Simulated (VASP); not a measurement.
Mg: single point with r2SCAN+rVV10

The system is Mg, a slab with vacuum.

```xyz
5
Lattice="3.1723 0.0000 0.0000 -1.5861 2.7473 0.0000 0.0000 0.0000 30.3169" Properties=species:S:1:pos:R:3 pbc="T T T"
Mg    1.5861    0.9158    7.0000
Mg    0.0000    1.8315    9.6407
Mg    1.5861    0.9158   12.2321
Mg    0.0000    1.8315   14.8257
Mg    1.5861    0.9158   17.4491
```

The cell was built by a generator and needn't be a form met in nature.

```
Program                : VASP 6.6.1
Task                   : single point
Functional             : r2SCAN
Dispersion             : rVV10
Potentials or basis    : VASP PAW PBE potentials, release 64 (Mg)
Cutoff                 : 520 eV
k mesh                 : 15 × 15 × 1
Occupations            : methfessel-paxton, width 0.1 eV
Spin                   : no spin polarisation
Dipole correction      : yes
Further INCAR settings : ALGO = Normal; EDIFF = 1e-06; NBANDS = 13
```

```
Largest force          : 0.030 eV/Å
Band gap on the k mesh : none (metal or under the smearing width)
```

Forces in eV/Å, atoms in the order of the input:
```
Mg   0.000  0.000  0.016
Mg   0.000  0.000  0.003
Mg   0.000  0.000  0.005
Mg   0.000  0.000 -0.030
Mg   0.000  0.000  0.007
```

Levels at points of the mesh, in eV from the Fermi level:
```csv
k point,band 1,band 2,band 3,band 4,band 5,band 6,band 7,band 8,band 9,band 10
"(0.00, 0.00, 0.00)",-7.13,-6.53,-5.59,-4.32,-2.66,-1.25,0.89,2.61,3.65,4.26
```

Run time: 11 min on 1 thread of Intel(R) Xeon(R) Platinum 8559C (Emerald Rapids) (shared host), peak memory 0.89 GiB.

Caveat: the PAW data sets were made with another functional, which shifts forces and pressure a little.
